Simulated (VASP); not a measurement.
# W2C (P-3m1) in VASP: a series of runs, part 2 of 2

VASP 6.6.1.

### 3 Single point, PBEsol

Input file run.py:

```python
from ase import Atoms
from ase.calculators.vasp import Vasp
from ase.dft.bandgap import bandgap

atoms = Atoms(
    ['W', 'W', 'C'],
    cell=[[3.070045642, 0.0, 0.0], [-1.535022821, 2.6587375167, 0.0], [0.0, 0.0, 4.678428]],
    scaled_positions=[[0.6666666667, 0.3333333333, 0.253669], [0.3333333333, 0.6666666667, 0.746331], [0.0, 0.0, 0.0]],
    pbc=True,
)
calc = Vasp(
    directory='calc',
    xc='pbesol',
    pp='PBE',
    setups='gw',
    prec='Accurate',
    encut=550,
    ediff=1e-07,
    ismear=0,
    sigma=0.02,
    lreal=False,
    lasph=True,
    nelm=100,
    algo='Fast',
    isif=2,
    lwave=False,
    lcharg=True,
    lelf=True,
    lvhar=True,
    kpts=[10, 10, 6],
    gamma=True,
    nbands=23,
)
atoms.calc = calc

print('energy (eV):', atoms.get_potential_energy())
print('free energy (eV):', atoms.get_potential_energy(force_consistent=True))
print('forces (eV/A):')
print(atoms.get_forces())
print('stress (eV/A^3, Voigt):', atoms.get_stress())
print('Fermi level (eV):', calc.get_fermi_level())
gap, top, bottom = bandgap(calc)
print('band gap (eV):', gap, 'from (spin, k, band)', top, 'to', bottom)
```

Potentials or basis: VASP PAW PBE potentials, release 64 (W_sv_GW, C_GW).

Command:

```console
$ python run.py
```

Standard output:

```text
energy (eV): -41.43432107
free energy (eV): -41.43464657
forces (eV/A):
[[-0.          0.         -0.15053278]
 [ 0.         -0.          0.15053278]
 [-0.          0.          0.        ]]
stress (eV/A^3, Voigt): [ 0.07087595  0.07087595  0.0667291   0.         -0.         -0.        ]
Fermi level (eV): 12.32383961
band gap (eV): 0.0 from (spin, k, band) (None, None, None) to (None, None, None)
```

OUTCAR:

```text
ENCUT = 550.000000
   EDIFF = 1.00e-07
   GGA = PS
   PREC = Accurate
   ISIF = 2
   ISMEAR = 0
   NELM = 100
   LASPH = .TRUE.
   LREAL = .FALSE.

 ion  position               nearest neighbor table
   1  0.667  0.333  0.254-   3 2.13   3 2.13   3 2.13   2 2.91   2 2.91   2 2.91   2 2.96   2 2.96
                             2 2.96
   2  0.333  0.667  0.746-   3 2.13   3 2.13   3 2.13   1 2.91   1 2.91   1 2.91   1 2.96   1 2.96
                             1 2.96
   3  0.000  0.000  0.000-   1 2.13   2 2.13   2 2.13   1 2.13   1 2.13   2 2.13

  LATTYP: Found a hexagonal cell.
 ALAT       =     3.0700456420
 C/A-ratio  =     1.5238952594

  Lattice vectors:

 A1 = (   3.0700456420,   0.0000000000,   0.0000000000)
 A2 = (  -1.5350228210,   2.6587375167,   0.0000000000)
 A3 = (   0.0000000000,   0.0000000000,   4.6784280000)

Analysis of symmetry for initial positions (statically):
=====================================================================
 Subroutine PRICEL returns:
 Original cell was already a primitive cell.

 Routine SETGRP: Setting up the symmetry group for a
 hexagonal supercell.

 Subroutine GETGRP returns: Found 12 space group operations
 (whereof 12 operations were pure point group operations)
 out of a pool of 24 trial point group operations.

The static configuration has the point symmetry D_3d.

Analysis of symmetry for dynamics (positions and initial velocities):
=====================================================================
 Subroutine PRICEL returns:
 Original cell was already a primitive cell.

 Routine SETGRP: Setting up the symmetry group for a
 hexagonal supercell.

 Subroutine GETGRP returns: Found 12 space group operations
 (whereof 12 operations were pure point group operations)
 out of a pool of 24 trial point group operations.

The dynamic configuration has the point symmetry D_3d.

 Subroutine INISYM returns: Found 12 space group operations
 (whereof 12 operations are pure point group operations),
 and found     1 'primitive' translations

----------------------------------------------------------------------------------------

                                     Primitive cell

  volume of cell :      38.1874

  direct lattice vectors                    reciprocal lattice vectors
[... 111 lines left out ...]
   LSORBIT =      F    spin-orbit coupling
   LASPH  =      T    aspherical Exc in radial PAW
   ENCUT  =  550.0 eV  40.42 Ry    6.36 a.u.   5.87  5.87  8.95*2*pi/ulx,y,z
   NELM   =    100;   NELMIN=  2; NELMDL= -5     # of ELM steps
   EDIFF  = 0.1E-06   stopping-criterion for ELM
   LREAL  =      F    real-space projection
   EDIFFG = 0.1E-05   stopping-criterion for IOM
   NSW    =      0    number of steps for IOM
   IBRION =     -1    ionic relax: 0-MD 1-quasi-New 2-CG
   NFREE  =      0    steps in history (QN), initial steepest desc. (CG)
   ISIF   =      2    stress and relaxation
   ISYM   =      2    0-nonsym 1-usesym 2-fastsym
   POTIM  = 0.5000    time-step for ionic-motion
   TEBEG  =    0.0;   TEEND  =   0.0 temperature during run
   PSTRESS=    0.0 pullay stress
   NELECT =      32.0000    total number of electrons
   NUPDOWN=      -1.0000    fix difference up-down
   EMIN   =  10.00;   EMAX   =-10.00  energy-range for DOS
   EFERMI =   0.00;   METHOD = LEGACY
   ISMEAR =     0;   SIGMA  =   0.02  broadening in eV -4-tet -1-fermi 0-gaus
   EFERMI_NEDOS =   21; number of points for ismear=-14 and -15
   IALGO  =     68    algorithm
   IMIX   =      4    mixing-type and parameters
     AMIX     =   0.40;   BMIX     =  1.00
     AMIX_MAG =   1.60;   BMIX_MAG =  1.00
  volume/ion in A,a.u.               =      12.73        85.90
  Fermi-wavevector in a.u.,A,eV,Ry     =   1.543422  2.916645 32.411147  2.382152
  Thomas-Fermi vector in A             =   2.649087
   LORBIT       =      0    0 simple, 1 ext, 2 COOP (PROOUT), +10 PAW based schemes
   GGA     = PS    functional components
   LHFCALC =     F    Hartree Fock is set to
   AEXX    =    0.0000 exact exchange contribution
   IVDW    =     0    specifies the selected vdW correction
   LEPSILON=     F    determine dielectric tensor
   LRPA    =     F    only Hartree local field effects (RPA)
 non-spin polarized calculation
 RMM-DIIS sequential band-by-band and
 Gauss-broadening in eV      SIGMA  =   0.02
  energy-cutoff  :      550.00
  volume of cell :       38.19
 maximum number of plane-waves:      1134
   NGX = 11   NGY = 11   NGZ = 17

 number of electron      32.0000003 magnetization

 Free energy of the ion-electron system (eV)
  ---------------------------------------------------
  ext. energy  EPLUGINS =         0.00000000
  ---------------------------------------------------
  free energy    TOTEN  =       -41.43464657 eV

  energy without entropy =      -41.43399558  energy(sigma->0) =      -41.43432107

 E-fermi :  12.3238     XC(G=0): -13.7988

 val. band max:       12.3093533263   @ k =   0.1000   0.1000   0.1667
 cond. band min:      12.3349576005   @ k =   0.5000   0.0000   0.3333
 fundamental gap:      0.0256042742
 Fermi energy:        12.3238396053

 k-point     1 :       0.0000    0.0000    0.0000
  band No.  band energies     occupation
      1     -62.4397      2.00000
      2     -62.3642      2.00000
      3     -27.0916      2.00000
      4     -26.4839      2.00000
      5     -26.4839      2.00000
      6     -26.3482      2.00000
[... 1029 lines left out ...]
     22      18.0616      0.00000
     23      19.2910      0.00000

 [... further k-points ...]

------------------------ aborting loop because EDIFF is reached ----------------------------------------

  FORCE on cell =-STRESS in cart. coord.  units (eV):
  Direction    XX          YY          ZZ          XY          YZ          ZX
  --------------------------------------------------------------------------------------
  -------------------------------------------------------------------------------------
  Total       -2.7065680     -2.7065680     -2.5482107     -0.0000000     -0.0000000      0.0000000
  in kB     -113.5557888   -113.5557888   -106.9118060     -0.0000000     -0.0000000      0.0000000
  external PRESSURE =    -111.3411279 kB  Pullay stress =       0.0000000 kB

 VOLUME and BASIS-vectors are now :
 -----------------------------------------------------------------------------
  energy-cutoff  :      550.00
  volume of cell :       38.19
      direct lattice vectors                 reciprocal lattice vectors
     3.070045642  0.000000000  0.000000000     0.325728056  0.188059181  0.000000000
    -1.535022821  2.658737517  0.000000000     0.000000000  0.376118362  0.000000000
     0.000000000  0.000000000  4.678428000     0.000000000  0.000000000  0.213747011

 POSITION                                       TOTAL-FORCE (eV/Angst)
 -----------------------------------------------------------------------------------
      1.53502      0.88625      1.18677        -0.000000      0.000000     -0.150533
     -0.00000      1.77249      3.49166         0.000000     -0.000000      0.150533
      0.00000      0.00000      0.00000        -0.000000      0.000000      0.000000
 -----------------------------------------------------------------------------------
    total drift:                                0.000000     -0.000000     -0.000000

  FREE ENERGIE OF THE ION-ELECTRON SYSTEM (eV)
  ---------------------------------------------------
  free  energy   TOTEN  =       -41.4346465686 eV

  energy  without entropy=      -41.4339955761  energy(sigma->0) =      -41.43432107
```

INCAR:

```text
ENCUT = 550.000000
SIGMA = 0.020000
EDIFF = 1.00e-07
ALGO = Fast
GGA = PS
PREC = Accurate
ISIF = 2
ISMEAR = 0
NBANDS = 23
NELM = 100
LASPH = .TRUE.
LCHARG = .TRUE.
LELF = .TRUE.
LVHAR = .TRUE.
LWAVE = .FALSE.
LREAL = .FALSE.
```

Wall time 76 s (1 thread of Intel Xeon Platinum 8559C (Emerald Rapids), shared host); peak memory 0.19 GiB.

Results:

```
Free energy            : -41.4346 eV
Pressure               : -11.1 GPa
Largest force          : 0.151 eV/Å
Band gap on the k mesh : none (metal or under the smearing width)
```

Forces on the atoms (eV/Å):
```
W    0.000  0.000 -0.151
W    0.000  0.000  0.151
C    0.000  0.000  0.000
```

Caveat: the PAW data sets were made with another functional, which shifts forces and pressure a little.

### 4 Electron localisation function, BLYP+D3

Input file INCAR:

```
  PREC = Accurate
  ENCUT = 550
  EDIFF = 1E-5
  ISMEAR = -5
  SIGMA = 0.05
  LREAL = F
  LASPH = F
  NELM = 100
  ALGO = Normal
  ISIF = 2
  LWAVE = F
  LCHARG = T
  GGA = B5
  ALDAX = 1.0
  AGGAX = 1.0
  AGGAC = 1.0
  ALDAC = 0.0
  IVDW = 11
  VDW_S6 = 1.0
  VDW_S8 = 1.682
  VDW_SR = 1.094
  VDW_SR8 = 1.0
  LELF = T
```

Input file KPOINTS:

```
regular mesh
0
Gamma
  10 10 6
```

Input file POSCAR:

```
W2C
3.07
    1.000014867101      0.000000000000      0.000000000000
   -0.500007433550      0.866038279055      0.000000000000
    0.000000000000      0.000000000000      1.523917915309
W C
2 1
Direct
    0.6666666667      0.3333333333      0.2536690000
    0.3333333333      0.6666666667      0.7463310000
    0.0000000000      0.0000000000      0.0000000000
```

Command:

```console
$ cat potpaw_PBE.64/W_sv_GW/POTCAR potpaw_PBE.64/C_GW/POTCAR > POTCAR
$ mpirun -np 1 vasp_std > vasp.out
```

Run time: 45 s. Hardware: 1 thread of Intel Xeon Platinum 8559C (Emerald Rapids), shared host; peak memory 0.21 GiB.

The run converged. Its results:

```
Free energy                : -37.5603 eV
Pressure                   : -3.6 GPa
Largest force              : 0.385 eV/Å
Band gap on the k mesh     : none (metal or under the smearing width)
Dispersion energy per atom : -0.845 eV
```

Forces on the atoms (eV/Å):
```
W    0.000  0.000  0.385
W    0.000  0.000 -0.385
C    0.000  0.000  0.000
```

Stress tensor (GPa, compression positive):
```
-3.05  0.00  0.00
 0.00 -3.05  0.00
 0.00  0.00 -4.79
```

Levels at points of the mesh, in eV from the Fermi level:
```
           k point  band 13  band 14  band 15  band 16  band 17  band 18  band 19  band 20
(0.00, 0.00, 0.00)    -3.78    -1.45    -1.36    -1.36    -1.08    -1.08     0.50     0.50
(0.50, 0.00, 0.00)    -5.30    -3.28    -1.70     1.32     2.21     2.50     2.97     3.12
(0.00, 0.00, 0.50)    -3.19    -2.71    -2.28    -2.28     1.01     1.01     1.55     1.55
(0.50, 0.00, 0.50)    -3.96    -2.45    -2.37    -0.52     0.26     1.93     2.48     2.78
```

Caveat: the PAW data sets were made with another functional, which shifts forces and pressure a little; pairwise dispersion overbinds metals, which lowers pressure and volume; tetrahedron occupations give inexact forces and stress in metals. Spin-orbit coupling is left out, which matters for the levels of W.

### 5 Single point, rSCAN+D3(BJ), spin-orbit coupling, no magnetisation (volume scaled by 0.8)

Input file INCAR:

```
SYSTEM = W2C
PREC     = Accurate       ! precision mode
ENCUT    = 520            ! plane-wave cutoff, eV
EDIFF    = 1E-6           ! SCF threshold, eV
ISMEAR   = -1             ! smearing method
SIGMA    = 0.1            ! smearing width, eV
LREAL    = .False.        ! projectors in reciprocal space
LASPH    = .True.         ! aspherical terms in the spheres
NELM     = 60             ! most SCF steps
ALGO     = Fast           ! electronic algorithm
ISIF     = 2              ! what is computed and relaxed
LWAVE    = .False.        ! write WAVECAR
LCHARG   = .False.        ! write CHGCAR
LNONCOLLINEAR= .True.         ! non-collinear magnetism
MAGMOM   = 0 0 0 0 0 0 0 0 0 ! initial moments
LORBIT   = 11             ! projections on sites
LSORBIT  = .True.         ! spin-orbit coupling
GGA_COMPAT= .False.      
LMAXMIX  = 4              ! l up to which the mixer works
METAGGA  = RSCAN          ! meta-GGA
LMIXTAU  = .True.       
IVDW     = 12             ! dispersion correction
VDW_S6   = 1.0          
VDW_S8   = 1.08859014   
VDW_A1   = 0.47023427   
VDW_A2   = 5.73408312   
NBANDS   = 45             ! bands
```

Input file KPOINTS:

```
regular mesh
0
Gamma
  2 2 2
  0 0 0
```

Input file POSCAR:

```
W2C
1.0
    2.8499779141      0.0000000000      0.0000000000
   -1.4249889571      2.4681532738      0.0000000000
    0.0000000000      0.0000000000      4.3430678327
W C
2 1
Cartesian
    1.4249889572      0.8227177579      1.1017016741
   -0.0000000002      1.6454355159      3.2413661586
    0.0000000000      0.0000000000      0.0000000000
```

Potentials or basis: VASP PAW PBE potentials, release 64 (W_sv, C).

Command:

```console
$ cat potpaw_PBE.64/W_sv/POTCAR potpaw_PBE.64/C/POTCAR > POTCAR
$ mpirun -np 1 vasp_ncl > vasp.out
```

OUTCAR:

```text
SYSTEM = W2C
   PREC = Accurate
   ENCUT = 520
   EDIFF = 1E-6
   ISMEAR = -1
   LREAL = .False.
   LASPH = .True.
   NELM = 60
   ISIF = 2
   LNONCOLLINEAR = .True.
   LORBIT = 11
   LSORBIT = .True.
   METAGGA = RSCAN
   IVDW = 12
 IVDW          = 12

 ion  position               nearest neighbor table
   1  0.667  0.333  0.254-   3 1.98   3 1.98   3 1.98   2 2.70   2 2.70   2 2.70   2 2.75   2 2.75
                             2 2.75
   2  0.333  0.667  0.746-   3 1.98   3 1.98   3 1.98   1 2.70   1 2.70   1 2.70   1 2.75   1 2.75
                             1 2.75
   3  0.000  0.000  0.000-   1 1.98   2 1.98   2 1.98   1 1.98   1 1.98   2 1.98

  LATTYP: Found a hexagonal cell.
 ALAT       =     2.8499779141
 C/A-ratio  =     1.5238952594

  Lattice vectors:

 A1 = (   2.8499779141,   0.0000000000,   0.0000000000)
 A2 = (  -1.4249889571,   2.4681532738,   0.0000000000)
 A3 = (   0.0000000000,   0.0000000000,   4.3430678327)

Analysis of symmetry for initial positions (statically):
=====================================================================
 Subroutine PRICEL returns:
 Original cell was already a primitive cell.

 Routine SETGRP: Setting up the symmetry group for a
 hexagonal supercell.

 Subroutine GETGRP returns: Found 12 space group operations
[... 414 lines left out ...]
     0.0000000     0.0000000     0.0000000     0.0000000     0.0000000     0.0000000     0.0000000
     0.0000000     0.0000000     0.0000000     0.0000000     0.0000000     0.0000000     0.0000000
     0.0000000     0.0000000     0.0000000     0.0000000     0.0000000     0.0000000     0.0000000
     0.0000000     0.0000000     0.0000000     0.0000000     0.0000000     0.0000000     0.0000000
[... 29 lines left out ...]
 l=   2
     0.0000000     0.0000000     0.0000000     0.0000000     0.0000000
     0.0000000     0.0000000     0.0000000     0.0000000     0.0000000
     0.0000000     0.0000000     0.0000000     0.0000000     0.0000000
     0.0000000     0.0000000     0.0000000     0.0000000     0.0000000
     0.0000000     0.0000000     0.0000000     0.0000000     0.0000000
 l=   3
     0.0000000     0.0000000     0.0000000     0.0000000     0.0000000     0.0000000     0.0000000
     0.0000000     0.0000000     0.0000000     0.0000000     0.0000000     0.0000000     0.0000000
     0.0000000     0.0000000     0.0000000     0.0000000     0.0000000     0.0000000     0.0000000
     0.0000000     0.0000000     0.0000000     0.0000000     0.0000000     0.0000000     0.0000000
     0.0000000     0.0000000     0.0000000     0.0000000     0.0000000     0.0000000     0.0000000
     0.0000000     0.0000000     0.0000000     0.0000000     0.0000000     0.0000000     0.0000000
     0.0000000     0.0000000     0.0000000     0.0000000     0.0000000     0.0000000     0.0000000

 total charge

# of ion       s       p       d       tot
------------------------------------------
    1        2.377   6.602   3.729  12.708
    2        2.377   6.602   3.729  12.708
    3        0.982   1.768   0.000   2.751
--------------------------------------------------
tot          5.737  14.972   7.459  28.167

 magnetization (x)

# of ion       s       p       d       tot
------------------------------------------
    1       -0.000  -0.000   0.000  -0.000
    2       -0.000   0.000   0.000   0.000
    3        0.000   0.000   0.000   0.000
--------------------------------------------------
tot          0.000   0.000   0.000   0.000

 magnetization (y)

# of ion       s       p       d       tot
------------------------------------------
    1       -0.000  -0.000  -0.000  -0.000
    2       -0.000  -0.000   0.000  -0.000
    3        0.000  -0.000   0.000  -0.000
--------------------------------------------------
tot         -0.000  -0.000  -0.000  -0.000

 magnetization (z)

# of ion       s       p       d       tot
------------------------------------------
    1       -0.000  -0.000   0.000  -0.000
    2        0.000   0.000  -0.000  -0.000
    3        0.000   0.000   0.000   0.000
--------------------------------------------------
tot         -0.000  -0.000  -0.000  -0.000
```

It took 76 s on 1 thread of Intel Xeon Platinum 8559C (Emerald Rapids), shared host; peak memory 0.25 GiB.

The run converged, but some of its settings lie outside the range that counts as converged (typed here: ALGO = Fast; k = 2 × 2 × 2), so its numbers aren't taken as properties of the crystal.

Results:

```
Free energy                                           : -185.1284 eV
Pressure                                              : 126.8 GPa
Largest force                                         : 5.933 eV/Å
Valence electrons inside the program's atomic spheres : W 12.71; C 2.75
Dispersion energy per atom                            : -0.385 eV
```

Caveat: the k mesh is coarse (spacing up to 1.27 Å⁻¹), so the values aren't converged; the PAW data sets were made with another functional, which shifts forces and pressure a little.

### 6 For comparison

An earlier run on the cell as given: functional PBE; potentials or basis VASP PAW PBE potentials, release 64 (W_sv, C); cutoff 520 eV; k mesh 10 × 10 × 6; occupations fermi-dirac, width 0.05 eV; no spin polarisation.

* Pressure: -1.0 GPa
* Largest force: 0.054 eV/Å
* Band gap on the k mesh: none (metal or under the smearing width)

### 7 Summary

```csv
task,level,potentials or basis,cutoff (eV),smearing,other keys,gap on the mesh (eV),pressure (GPa),largest force (eV/Å)
single point,PBEsol,"VASP PAW PBE potentials, release 64 (W_sv_GW, C_GW)",550,gaussian 0.02 eV,-,none,-11.1,0.15
electron localisation function,BLYP+D3,"VASP PAW PBE potentials, release 64 (W_sv_GW, C_GW)",550,tetrahedron,EDIFF = 1e-05; LASPH = no,none,-3.6,0.38
single point,PBE,"VASP PAW PBE potentials, release 64 (W_sv, C)",520,fermi-dirac 0.05 eV,-,none,-1.0,0.05
```

Alike in all rows: no spin polarisation; cell as given; k mesh 10 × 10 × 6.

Caveats: the PAW data sets were made with another functional, which shifts forces and pressure a little (some runs); pairwise dispersion overbinds metals, which lowers pressure and volume (some runs); tetrahedron occupations give inexact forces and stress in metals (some runs).

Absolute energies hang on the potentials; compare differences alone.
